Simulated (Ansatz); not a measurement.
Crystal: WS2 (Tungstenite).

```xyz
6
Lattice="3.1800 0.0000 0.0000 -1.5900 2.7540 0.0000 0.0000 0.0000 12.5000" Properties=species:S:1:pos:R:3 pbc="T T T"
W     1.5900    0.9180    9.3750
W     0.0000    1.8360    3.1250
S     1.5900    0.9180    4.6875
S     0.0000    1.8360   10.9375
S     1.5900    0.9180    1.5625
S     0.0000    1.8360    7.8125
```

Program: Ansatz 0.2.0. Alike in all runs: task band structure; potentials or basis all-electron LAPW, scalar-relativistic; no spin polarisation; cell as given; k mesh 10 × 10 × 3; smearing fermi-dirac 0.05 eV; basis error allowed 0.002 eV/atom.

**Question.** Order these runs on this cell by their pressure, lowest first.
A. level PBE; cutoff (eV) 259
B. level LDA; cutoff (eV) 260
C. level PBEsol; cutoff (eV) 259

**Answer.** B (-5.6 GPa), C (-2.7 GPa), A (2.3 GPa).

Caveats: this functional lacks dispersion, which binds the layers, so the pressure and a relaxed spacing across them are unreliable (some runs).

Not every run made on this cell is shown here.
